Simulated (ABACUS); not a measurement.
## Ni3Ge under changes of volume

One of the cells (11.000 Å³/atom); the others are scaled copies at fixed shape and fractional positions:

```
Ge Ni
1.0
     3.53033    0.00000    0.00000
     0.00000    3.53033    0.00000
     0.00000    0.00000    3.53033
Ge Ni
1 3
Direct
  0.00000 0.00000 0.00000
  0.50000 0.50000 0.00000
  0.00000 0.50000 0.50000
  0.50000 0.00000 0.50000
```

The cell comes from a database or a generator and needn't be the stable form of this composition.

| Quantity | Value |
| --- | --- |
| Program | ABACUS 3.10.1 |
| Functional | PBEsol |
| Potentials or basis | PseudoDojo NC SR 0.4.1 PBEsol standard |
| Cutoff | 1333 eV |
| Density cutoff | 5333 eV |
| Basis | plane waves |
| k mesh | 8 × 8 × 8 |
| Occupations | fermi-dirac, width 0.05 eV |
| Spin | collinear spin, ferromagnetic start |
| Starting moments | [0.0, 1.0, 1.0, 1.0] μB |

```tsv
volume (Å³/atom)	energy over the lowest point (meV/atom)	pressure (GPa)
10.340	26.12	14.5
10.560	?	?
10.780	1.84	3.7
11.000	0.00	-0.9
11.220	4.02	-4.9
11.440	13.26	-8.5
11.660	27.12	-11.6
```

Q: What does the run at 10.560 Å³/atom give?

A: Energy over the lowest point 10.27 meV/atom; pressure 8.7 GPa.

Worked out: A Birch-Murnaghan fit of order 3 (a polynomial in V^(-2/3)) to the other rows has its minimum at 10.95 Å³/atom with B0 = V·E''(V) = 217 GPa and B' = 4.9. It gives 10.27 meV/atom at 10.560 Å³/atom, against the run's 10.27, and -dE/dV = 8.7 GPa, against 8.7.

Energies are extrapolated to zero smearing.
